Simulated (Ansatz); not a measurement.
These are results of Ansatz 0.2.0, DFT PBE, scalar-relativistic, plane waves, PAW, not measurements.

Plane waves to 420 eV, a k mesh through Γ of 6×6×4 on the computed 4-atom cell and Gaussian smearing (0.02 eV); no spin polarisation.

```xyz
4
Lattice="4.2853 0.0000 0.0000 0.0000 4.2853 0.0000 0.0000 0.0000 10.9907" Properties=species:S:1:pos:R:3 pbc="T T T"
Sn    2.1427    0.0000    4.0911
Sn    0.0000    2.1427    6.8996
Se    2.1427    0.0000    6.7707
Se    0.0689    2.1632    4.1659
```

**Question.** Is this geometry at equilibrium? Which atom feels the largest force?

**Answer.** It isn't. Atom 3 (Se) feels (0.10, 0.03, 0.29) eV/Å, 0.310 eV/Å in size.

**Question.** Give all forces and the stress.

**Answer.**
```tsv
atom	Fx	Fy	Fz
Sn1	0.010	0.004	-0.196
Sn2	-0.019	-0.006	-0.150
Se3	0.099	0.030	0.293
Se4	-0.090	-0.028	0.053
```
Stress (GPa, compression positive):
```
0.47 0.01 0.16
0.01 0.47 0.05
0.16 0.05 0.29
```

The cell holds layers, and where no dispersion correction was added their binding is poorly described.

This form isn't the usual stable structure of the compound.